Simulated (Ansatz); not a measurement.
Results of PBEsol in Ansatz (plane waves, PAW) for chalcopyrite CuInS2.

Settings: plane-wave cutoff 520 eV, 10×10×10 k mesh, Fermi–Dirac smearing 0.01 eV, no spin polarisation, scalar-relativistic PAW data made under PBE.

Energies at three volumes about the minimum:

```csv
V (Å³/atom),E − E_lowest (meV/atom)
20.334,2.04
20.749,0.00
21.164,1.90
```

Problem. Fit a parabola by hand: where is the minimum, and what is the bulk modulus?

Solution. Slopes: (0.00 − 2.04)/(20.749 − 20.334) = -4.916 and (1.90 − 0.00)/(21.164 − 20.749) = 4.578 meV/Å³. Curvature E″ = 2 × (4.578 − (-4.916))/(21.164 − 20.334) = 22.877 meV/Å⁶. From the middle of the first interval, the slope vanishes at V0 = 20.5415 − (-4.916)/22.877 = 20.756 Å³/atom. B = V0 E″ = 20.756 × 22.877 meV/Å³ × 0.1602 GPa per meV/Å³ = 76.1 GPa. The full Birch–Murnaghan fit to all volumes gives V0 = 20.749 Å³/atom and B0 = 76.1 GPa.

Shape and atoms are relaxed at each volume.

Note: this level leaves the solid without a gap, although one is measured.

Ansatz is a quantum-chemistry and plane-wave program.
